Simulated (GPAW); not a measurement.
# Zr2O (Pn-3m) in GPAW: reference runs

Aim: a first look at Zr2O with PBEsol, on the cell as given.

All numbers are computed with GPAW 26.7.0; they aren't measurements. Logs are shortened: lines on timing, memory, paths and dates and some standing lists are left out, and cuts for length are marked. The log counts tension as positive stress, the text compression.

## 1. The structure

Symmetry: Pn-3m, No. 224, cubic system. Conventional cell: a = 4.876 Å, b = 4.876 Å, c = 4.876 Å, α = 90.00°, β = 90.00°, γ = 90.00°. Around Zr (site symmetry -3m) lie 2 O at 2.11 Å. Around O (site symmetry -43m) lie 4 Zr at 2.11 Å.

The cell comes from a database or a generator and needn't be the stable form of this composition.

## 2. Single point, PBEsol

Contents of run.py:

```python
from ase import Atoms
from ase.dft.bandgap import bandgap
from ase.io import write
from ase.units import Bohr, GPa
from gpaw import GPAW, PW, setup_paths
from gpaw.elf import elf_from_dft_calculation

setup_paths.insert(0, '.')

atoms = Atoms(['Zr', 'Zr', 'Zr', 'Zr', 'O', 'O'],
              cell=[[4.876349, 0.0, 0.0],
                    [0.0, 4.876349, 0.0],
                    [0.0, 0.0, 4.876349]],
              scaled_positions=[[0.75, 0.75, 0.75],
                                [0.25, 0.75, 0.25],
                                [0.75, 0.25, 0.25],
                                [0.25, 0.25, 0.75],
                                [0.5, 0.5, 0.5],
                                [0.0, 0.0, 0.0]],
              pbc=True)

calc = GPAW(mode=PW(800),
            xc='PBEsol',
            kpts={'size': (6, 6, 6), 'gamma': True},
            occupations={'name': 'fermi-dirac', 'width': 0.05},
            nbands=54,
            convergence={'density': 1e-05, 'energy': 1e-05},
            maxiter=150,
            txt='gpaw.txt')
atoms.calc = calc
energy = atoms.get_potential_energy()
forces = atoms.get_forces()
stress = atoms.get_stress()
calc.write('gs.gpw')
write('result.traj', atoms)
print(f'Energy: {energy:.6f} eV')
print('Forces (eV/A):')
print(forces.round(4))
print('Stress (GPa):', (stress / GPa).round(3))
print('Fermi level:', round(calc.get_fermi_level(), 4), 'eV')
print(f'Gap: {bandgap(calc)[0]:.4f} eV, direct: {bandgap(calc, direct=True)[0]:.4f} eV')

# fields on the real-space grid
write('density.cube', atoms, data=calc.get_pseudo_density() * Bohr**3)
write('potential.cube', atoms, data=calc.get_electrostatic_potential())
write('elf.cube', atoms, data=elf_from_dft_calculation(calc).data)
```

Potentials or basis: PAW data sets generated in the run's folder for this functional, pw.

Command:

```bash
gpaw-setup -f PBEsol O Zr
OMP_NUM_THREADS=1 python run.py
```

gpaw.txt:

```text
__  _  _
 | _ |_)|_||  |
 |__||  | ||/\| - 26.7.0

Input parameters:
  mode=PW(ecut=800.0),
  convergence={'density': 1e-05, 'energy': 1e-05},
  kpts=MonkhorstPack(size=(6, 6, 6), gamma=True),
  maxiter=150,
  nbands=54,
  occupations=Occupations(name='fermi-dirac', width=0.05),
  xc=XC(name='PBEsol')

Diagonalizing LCAO Hamiltonian
Converting LCAO to pw mode
    .-----------.
   /|           |
  / |       Zr  |
 *  |           |
 |  |Zr         |
 |  | ZrO       |
 |  .-----------.
 | /       Zr  /
 |/           /
 O-----------*

Atoms  # Å, Bohr magnetons
|   | symbol |        x |        y |        z |    initial magnetic moments |
|---|--------|----------|----------|----------|-----------------------------|
| 0 |     Zr | 3.657262 | 3.657262 | 3.657262 | ( 0.0000,  0.0000,  0.0000) |
| 1 |     Zr | 1.219087 | 3.657262 | 1.219087 | ( 0.0000,  0.0000,  0.0000) |
| 2 |     Zr | 3.657262 | 1.219087 | 1.219087 | ( 0.0000,  0.0000,  0.0000) |
| 3 |     Zr | 1.219087 | 1.219087 | 3.657262 | ( 0.0000,  0.0000,  0.0000) |
| 4 |      O | 2.438175 | 2.438175 | 2.438175 | ( 0.0000,  0.0000,  0.0000) |
| 5 |      O | 0.000000 | 0.000000 | 0.000000 | ( 0.0000,  0.0000,  0.0000) |

Unit cell  # Å
| periodic |        x |        y |        z |  lengths |    angles |
|----------|----------|----------|----------|----------|-----------|
|      yes | 4.876349 | 0.000000 | 0.000000 | 4.876349 | 90.000000 |
|      yes | 0.000000 | 4.876349 | 0.000000 | 4.876349 | 90.000000 |
|      yes | 0.000000 | 0.000000 | 4.876349 | 4.876349 | 90.000000 |

Number of symmetries: 24
Symmetry operations  # r_c * U_cc + t_c -> r_c
|    | kind |            matrix            |
|----|------|------------------------------|
|  0 |  E   |  1, 0, 0,  0, 1, 0,  0, 0, 1 |
|  1 |  σ   |  1, 0, 0,  0, 0, 1,  0, 1, 0 |
|  2 |  σ   |  1, 0, 0,  0, 0,-1,  0,-1, 0 |
|  3 |  C2  |  1, 0, 0,  0,-1, 0,  0, 0,-1 |
|  4 |  σ   |  0, 1, 0,  1, 0, 0,  0, 0, 1 |
|  5 |  C3  |  0, 1, 0,  0, 0, 1,  1, 0, 0 |
|  6 |  C3  |  0, 1, 0,  0, 0,-1, -1, 0, 0 |
|  7 |  S4  |  0, 1, 0, -1, 0, 0,  0, 0,-1 |
|  8 |  C3  |  0, 0, 1,  1, 0, 0,  0, 1, 0 |
|  9 |  σ   |  0, 0, 1,  0, 1, 0,  1, 0, 0 |
| 10 |  S4  |  0, 0, 1,  0,-1, 0, -1, 0, 0 |
| 11 |  C3  |  0, 0, 1, -1, 0, 0,  0,-1, 0 |
| 12 |  C3  |  0, 0,-1,  1, 0, 0,  0,-1, 0 |
| 13 |  σ   |  0, 0,-1,  0, 1, 0, -1, 0, 0 |
| 14 |  S4  |  0, 0,-1,  0,-1, 0,  1, 0, 0 |
| 15 |  C3  |  0, 0,-1, -1, 0, 0,  0, 1, 0 |
| 16 |  S4  |  0,-1, 0,  1, 0, 0,  0, 0,-1 |
| 17 |  C3  |  0,-1, 0,  0, 0, 1, -1, 0, 0 |
| 18 |  C3  |  0,-1, 0,  0, 0,-1,  1, 0, 0 |
| 19 |  σ   |  0,-1, 0, -1, 0, 0,  0, 0, 1 |
| 20 |  C2  | -1, 0, 0,  0, 1, 0,  0, 0,-1 |
| 21 |  S4  | -1, 0, 0,  0, 0, 1,  0,-1, 0 |
| 22 |  S4  | -1, 0, 0,  0, 0,-1,  0, 1, 0 |
| 23 |  C2  | -1, 0, 0,  0,-1, 0,  0, 0, 1 |

BZ-sampling:
  Number of BZ points: 216
  Number of IBZ points: 20

  Monkhorst-Pack size: [6, 6, 6]
  Monkhorst-Pack shift: [0.08333333333333333, 0.08333333333333333, 0.08333333333333333]

K-points  # in reciprocal-cell coordinates
|     |                                coordinates |     weight |
|-----|--------------------------------------------|------------|
|   0 | (  0.00000000,   0.00000000,   0.00000000) | 0.00462963 |
|   1 | (  0.16666667,   0.00000000,   0.00000000) | 0.02777778 |
|   2 | (  0.16666667,   0.16666667,   0.00000000) | 0.05555556 |
|   3 | (  0.16666667,   0.16666667,   0.16666667) | 0.03703704 |
|   4 | (  0.33333333,   0.00000000,   0.00000000) | 0.02777778 |
|   5 | (  0.33333333,   0.16666667,   0.00000000) | 0.11111111 |
|   6 | (  0.33333333,   0.16666667,   0.16666667) | 0.11111111 |
|   7 | (  0.33333333,   0.33333333,   0.00000000) | 0.05555556 |
|   8 | (  0.33333333,   0.33333333,   0.16666667) | 0.11111111 |
|   9 | (  0.33333333,   0.33333333,   0.33333333) | 0.03703704 |
| ... |                                            |            |
|  19 | (  0.50000000,   0.50000000,   0.50000000) | 0.00462963 |

Plane wave coefficients: 6031
Cutoff: 800.0 eV

Spin-components: 1 (collinear spins)
Bands:           54
Projectors:      34
Spin-degeneracy: 2
Datatype:        complex128

Parallelization:
  kpt:    1
  domain: 1
  band:   1

Density:
  Valence electrons: 60.0
  Components: 1
  Grid points: [32 32 32]
  Charge: 0.0  # |e|

Potential:
  Grid points: [32 32 32]

species:
  Zr:
    name:    Zirconium
    Z:       40.0
    valence: 12
    core:    28
    charge:  0.0  # [|e|]
    compensation charges:
      type: gauss
      rc: 0.40  # [Å]
      lmax: 2
    cutoffs:
      filter: 2.39  # [Å]
      core: 1.59  # [Å]
    projectors
    | kind |    occ | energy [eV] | rcut [Å] |
    |------|--------|-------------|----------|
    |   4s |  2.000 |     -54.429 |    1.323 |
    |   5s |  2.000 |      -4.463 |    1.323 |
    |   4p |  6.000 |     -32.434 |    1.334 |
    |   5p |  0.000 |      -1.454 |    1.334 |
    |   4d |  2.000 |      -3.613 |    1.244 |
    |    d |        |      23.598 |    1.244 |

    Using partial waves for Zr as LCAO basis

  O:
    name:    Oxygen
    Z:       8.0
    valence: 6
    core:    2
    charge:  0.0  # [|e|]
    compensation charges:
      type: gauss
      rc: 0.21  # [Å]
      lmax: 2
    cutoffs:
      filter: 1.17  # [Å]
      core: 0.83  # [Å]
    projectors
    | kind |    occ | energy [eV] | rcut [Å] |
    |------|--------|-------------|----------|
    |   2s |  2.000 |     -23.808 |    0.688 |
    |   2p |  4.000 |      -8.972 |    0.598 |
    |    s |        |       3.404 |    0.688 |
    |    p |        |      18.239 |    0.598 |
    |    d |        |       0.000 |    0.619 |

    Using partial waves for O as LCAO basis

Reference energy: -395419.337395  # eV

eigensolver:
  PPCG
  Converge bands: occupied
  niter=2

density mixing:
  MSR1-Mixer
  Pratt-step length: 0.05
  Maximum mixing coefficient: 0.75
  Old densities: 10
  SVD Regularization: 0.005
  Good broyden scale: 1.0
  Trust region scale: 1.0
  Backstep threshold: 4.0
  History deletion threshold: 6.0
  Fourier metric: weight=20.0, sigma=0.015

occupation numbers:
  Fermi-Dirac:
    width: 0.0500  # eV

poisson solver:
  ecut: 6400.0  # eV

xc functional:
  name: PBEsol with 2 nearest neighbor stencil

convergence criteria:
[... 6 lines left out ...]
|iter     | |      energy | eigst |  dens |
|---------|-|-------------|-------|-------|
|iter:   1| |  -55.830546 | +0.39 |       |
|iter:   2| |  -54.846414 | -1.11 | -1.10 |
|iter:   3| |  -52.631636 | -0.72 | -1.15 |
|iter:   4| |  -52.517099 | -1.35 | -1.53 |
|iter:   5| |  -52.514717 | -2.65 | -1.80 |
|iter:   6| |  -52.512342 | -3.25 | -2.44 |
|iter:   7| |  -52.511994 | -4.47 | -3.07 |
|iter:   8| |  -52.511990c| -5.65 | -3.72 |
|iter:   9| |  -52.511992c| -6.70 | -4.51 |
|iter:  10| |  -52.511992c| -7.68c| -5.27c|

Converged in 10 steps
Energy contributions relative to reference atoms: (reference = -395419.337395)

Energy contributions:
  Kinetic:          17.638600
  Coulomb:         -27.225966
  Zero:              1.681156
  External:          0.000000
  Xc:              -44.559602
  Entropy:          -0.092359
  Spinorbit:         0.000000
  ----------------------------
  Free energy:     -52.558172
  Extrapolated:    -52.511992

dipole moment: (-13.663129, -13.663129, -13.663129)  # |e|*Ang

Fermi level: 8.327
Eigenvalues  # (at kpt = [0.000, 0.000, 0.000])
| band index |      eig [eV] | occ [0-2] |
|------------|---------------|-----------|
|          0 |       -40.879 |     2.000 |
|        ... |               |           |
|         22 |         3.424 |     2.000 |
|         23 |         3.424 |     2.000 |
|         24 |         3.827 |     2.000 |
|         25 |         6.462 |     2.000 |
|         26 |         6.462 |     2.000 |
|         27 |         6.729 |     2.000 |
[... 8 lines left out ...]
|         36 |        10.778 |     0.000 |
|         37 |        12.000 |     0.000 |
|        ... |               |           |
|         53 |        18.467 |     0.000 |

No gap
No difference between direct/indirect transitions

Forces  # eV/Ang
|        x |        y |        z |
|----------|----------|----------|
|  0.00000 |  0.00000 |  0.00000 |  # Zr   0
| -0.00000 |  0.00000 | -0.00000 |  # Zr   1
|  0.00000 | -0.00000 | -0.00000 |  # Zr   2
| -0.00000 | -0.00000 |  0.00000 |  # Zr   3
|  0.00000 |  0.00000 |  0.00000 |  # O    4
|  0.00000 | -0.00000 |  0.00000 |  # O    5

Stress tensor  # eV/Ang^3
|         x |         y |         z |
|-----------|-----------|-----------|
|  0.042806 | -0.000000 | -0.000000 |
| -0.000000 |  0.042806 |  0.000000 |
| -0.000000 |  0.000000 |  0.042806 |

# Writing to gs.gpw (mode='')
```

stdout:

```text
Energy: -52.511992 eV
Forces (eV/A):
[[ 0.  0.  0.]
 [-0.  0. -0.]
 [ 0. -0. -0.]
 [-0. -0.  0.]
 [ 0.  0.  0.]
 [ 0. -0.  0.]]
Stress (GPa): [ 6.858  6.858  6.858  0.    -0.    -0.   ]
Fermi level: 8.3271 eV
Gap: 0.0000 eV, direct: 0.0000 eV
```

Wall time 96 s (1 thread of Arm Neoverse V2, shared host); peak memory 0.34 GiB.

What came out:

```yaml
Free_energy: -52.5582 eV
Pressure: -6.9 GPa
Band_gap_on_the_k_mesh: none (metal or under the smearing width)
```

## 3. Equation of state, PBEsol

Contents of run.py:

```python
from ase import Atoms
from ase.eos import EquationOfState
from ase.io import Trajectory
from ase.units import GPa
from gpaw import GPAW, PW, setup_paths

setup_paths.insert(0, '.')

atoms = Atoms(['Zr', 'Zr', 'Zr', 'Zr', 'O', 'O'],
              cell=[[4.876349, 0.0, 0.0],
                    [0.0, 4.876349, 0.0],
                    [0.0, 0.0, 4.876349]],
              scaled_positions=[[0.75, 0.75, 0.75],
                                [0.25, 0.75, 0.25],
                                [0.75, 0.25, 0.25],
                                [0.25, 0.25, 0.75],
                                [0.5, 0.5, 0.5],
                                [0.0, 0.0, 0.0]],
              pbc=True)

traj = Trajectory('eos.traj', 'w')
volumes, energies = [], []
for x in [0.94, 0.96, 0.98, 1.0, 1.02, 1.04, 1.06]:
    a = atoms.copy()
    a.set_cell(atoms.cell * x**(1 / 3), scale_atoms=True)
    calc = GPAW(mode=PW(800),
                xc='PBEsol',
                kpts={'size': (6, 6, 6), 'gamma': True},
                occupations={'name': 'fermi-dirac', 'width': 0.05},
                nbands=54,
                convergence={'density': 1e-05, 'energy': 1e-05},
                maxiter=150,
                txt=f'eos-{x:.2f}.txt')
    a.calc = calc
    energies.append(a.get_potential_energy(force_consistent=True))
    volumes.append(a.get_volume())
    p = -a.get_stress()[:3].mean() / GPa
    calc.write(f'eos-{x:.2f}.gpw')
    traj.write(a)
    print(f'{x:.2f} {volumes[-1]:10.4f} A^3 {energies[-1]:14.6f} eV {p:9.3f} GPa', flush=True)

v0, e0, B = EquationOfState(volumes, energies, eos='birchmurnaghan').fit()
print(f'V0 = {v0:.4f} A^3, E0 = {e0:.6f} eV, B0 = {B / GPa:.2f} GPa')
```

Potentials or basis: PAW data sets generated in the run's folder for this functional, pw.

Command:

```bash
gpaw-setup -f PBEsol O Zr
OMP_NUM_THREADS=1 python run.py
```

Output:

```text
__  _  _
 | _ |_)|_||  |
 |__||  | ||/\| - 26.7.0

Input parameters:
  mode=PW(ecut=800.0),
  convergence={'density': 1e-05, 'energy': 1e-05},
  kpts=MonkhorstPack(size=(6, 6, 6), gamma=True),
  maxiter=150,
  nbands=54,
  occupations=Occupations(name='fermi-dirac', width=0.05),
  xc=XC(name='PBEsol')

Diagonalizing LCAO Hamiltonian
Converting LCAO to pw mode
    .-----------.
   /|           |
  / |       Zr  |
 *  |           |
 |  |Zr  O      |
 |  | Zr        |
 |  .-----------.
 | /       Zr  /
 |/           /
 O-----------*

Atoms  # Å, Bohr magnetons
|   | symbol |        x |        y |        z |    initial magnetic moments |
|---|--------|----------|----------|----------|-----------------------------|
| 0 |     Zr | 3.582603 | 3.582603 | 3.582603 | ( 0.0000,  0.0000,  0.0000) |
| 1 |     Zr | 1.194201 | 3.582603 | 1.194201 | ( 0.0000,  0.0000,  0.0000) |
| 2 |     Zr | 3.582603 | 1.194201 | 1.194201 | ( 0.0000,  0.0000,  0.0000) |
| 3 |     Zr | 1.194201 | 1.194201 | 3.582603 | ( 0.0000,  0.0000,  0.0000) |
| 4 |      O | 2.388402 | 2.388402 | 2.388402 | ( 0.0000,  0.0000,  0.0000) |
| 5 |      O | 0.000000 | 0.000000 | 0.000000 | ( 0.0000,  0.0000,  0.0000) |

Unit cell  # Å
| periodic |        x |        y |        z |  lengths |    angles |
|----------|----------|----------|----------|----------|-----------|
|      yes | 4.776804 | 0.000000 | 0.000000 | 4.776804 | 90.000000 |
|      yes | 0.000000 | 4.776804 | 0.000000 | 4.776804 | 90.000000 |
|      yes | 0.000000 | 0.000000 | 4.776804 | 4.776804 | 90.000000 |

Number of symmetries: 24
Symmetry operations  # r_c * U_cc + t_c -> r_c
|    | kind |            matrix            |
|----|------|------------------------------|
|  0 |  E   |  1, 0, 0,  0, 1, 0,  0, 0, 1 |
|  1 |  σ   |  1, 0, 0,  0, 0, 1,  0, 1, 0 |
|  2 |  σ   |  1, 0, 0,  0, 0,-1,  0,-1, 0 |
|  3 |  C2  |  1, 0, 0,  0,-1, 0,  0, 0,-1 |
|  4 |  σ   |  0, 1, 0,  1, 0, 0,  0, 0, 1 |
|  5 |  C3  |  0, 1, 0,  0, 0, 1,  1, 0, 0 |
|  6 |  C3  |  0, 1, 0,  0, 0,-1, -1, 0, 0 |
|  7 |  S4  |  0, 1, 0, -1, 0, 0,  0, 0,-1 |
|  8 |  C3  |  0, 0, 1,  1, 0, 0,  0, 1, 0 |
|  9 |  σ   |  0, 0, 1,  0, 1, 0,  1, 0, 0 |
| 10 |  S4  |  0, 0, 1,  0,-1, 0, -1, 0, 0 |
| 11 |  C3  |  0, 0, 1, -1, 0, 0,  0,-1, 0 |
| 12 |  C3  |  0, 0,-1,  1, 0, 0,  0,-1, 0 |
| 13 |  σ   |  0, 0,-1,  0, 1, 0, -1, 0, 0 |
| 14 |  S4  |  0, 0,-1,  0,-1, 0,  1, 0, 0 |
| 15 |  C3  |  0, 0,-1, -1, 0, 0,  0, 1, 0 |
| 16 |  S4  |  0,-1, 0,  1, 0, 0,  0, 0,-1 |
| 17 |  C3  |  0,-1, 0,  0, 0, 1, -1, 0, 0 |
| 18 |  C3  |  0,-1, 0,  0, 0,-1,  1, 0, 0 |
| 19 |  σ   |  0,-1, 0, -1, 0, 0,  0, 0, 1 |
| 20 |  C2  | -1, 0, 0,  0, 1, 0,  0, 0,-1 |
| 21 |  S4  | -1, 0, 0,  0, 0, 1,  0,-1, 0 |
[... 68 lines left out ...]
    |   4p |  6.000 |     -32.434 |    1.334 |
    |   5p |  0.000 |      -1.454 |    1.334 |
    |   4d |  2.000 |      -3.613 |    1.244 |
    |    d |        |      23.598 |    1.244 |

    Using partial waves for Zr as LCAO basis

  O:
    name:    Oxygen
    Z:       8.0
    valence: 6
    core:    2
    charge:  0.0  # [|e|]
    compensation charges:
      type: gauss
      rc: 0.21  # [Å]
      lmax: 2
    cutoffs:
      filter: 1.17  # [Å]
      core: 0.83  # [Å]
    projectors
    | kind |    occ | energy [eV] | rcut [Å] |
    |------|--------|-------------|----------|
    |   2s |  2.000 |     -23.808 |    0.688 |
    |   2p |  4.000 |      -8.972 |    0.598 |
    |    s |        |       3.404 |    0.688 |
    |    p |        |      18.239 |    0.598 |
    |    d |        |       0.000 |    0.619 |

    Using partial waves for O as LCAO basis

Reference energy: -395419.337395  # eV

eigensolver:
  PPCG
  Converge bands: occupied
  niter=2

density mixing:
  MSR1-Mixer
  Pratt-step length: 0.05
  Maximum mixing coefficient: 0.75
  Old densities: 10
  SVD Regularization: 0.005
  Good broyden scale: 1.0
  Trust region scale: 1.0
  Backstep threshold: 4.0
  History deletion threshold: 6.0
  Fourier metric: weight=20.0, sigma=0.015

occupation numbers:
  Fermi-Dirac:
    width: 0.0500  # eV

poisson solver:
  ecut: 6400.0  # eV

xc functional:
  name: PBEsol with 2 nearest neighbor stencil

convergence criteria:
[... 6 lines left out ...]
|iter     | |      energy | eigst |  dens |
|---------|-|-------------|-------|-------|
|iter:   1| |  -56.028835 | +0.40 |       |
|iter:   2| |  -55.043483 | -1.08 | -1.11 |
|iter:   3| |  -52.786215 | -0.71 | -1.16 |
|iter:   4| |  -52.651104 | -1.32 | -1.53 |
|iter:   5| |  -52.649722 | -2.70 | -1.82 |
|iter:   6| |  -52.647460 | -3.27 | -2.47 |
|iter:   7| |  -52.647141 | -4.56 | -3.10 |
|iter:   8| |  -52.647133c| -5.77 | -3.76 |
|iter:   9| |  -52.647136c| -6.83 | -4.55 |
|iter:  10| |  -52.647136c| -7.78c| -5.32c|

Converged in 10 steps
Energy contributions relative to reference atoms: (reference = -395419.337395)

Energy contributions:
  Kinetic:          37.331228
  Coulomb:         -42.574538
  Zero:              1.657237
  External:          0.000000
  Xc:              -49.018266
  Entropy:          -0.085593
  Spinorbit:         0.000000
  ----------------------------
  Free energy:     -52.689932
  Extrapolated:    -52.647136

dipole moment: (-13.375777, -13.375777, -13.375777)  # |e|*Ang

Fermi level: 9.011
Eigenvalues  # (at kpt = [0.000, 0.000, 0.000])
| band index |      eig [eV] | occ [0-2] |
|------------|---------------|-----------|
|          0 |       -40.032 |     2.000 |
|        ... |               |           |
|         22 |         4.019 |     2.000 |
|         23 |         4.019 |     2.000 |
|         24 |         4.360 |     2.000 |
|         25 |         6.973 |     2.000 |
|         26 |         6.973 |     2.000 |
|         27 |         7.271 |     2.000 |
[... 8 lines left out ...]
|         36 |        11.666 |     0.000 |
|         37 |        13.000 |     0.000 |
|        ... |               |           |
|         53 |        19.932 |     0.000 |

No gap
No difference between direct/indirect transitions

Stress tensor  # eV/Ang^3
|         x |         y |         z |
|-----------|-----------|-----------|
| -0.006890 |  0.000000 |  0.000000 |
|  0.000000 | -0.006890 |  0.000000 |
|  0.000000 |  0.000000 | -0.006890 |

# Writing to eos-0.94.gpw (mode='')
```

Run time: 13 min. Hardware: 1 thread of Arm Neoverse V2, shared host; peak memory 0.57 GiB.

What came out:

```yaml
Equilibrium_volume: 18.31 Å³/atom
Bulk_modulus: 142 GPa
Pressure_derivative_of_the_bulk_modulus: 4.1
```

Energy against volume, from the lowest point:
| volume (Å³/atom) | energy (meV/atom) |
| --- | --- |
| 18.166 | 0.00 |
| 18.553 | 0.82 |
| 18.939 | 8.36 |
| 19.326 | 21.96 |
| 19.712 | 41.07 |
| 20.099 | 65.02 |
| 20.485 | 93.37 |
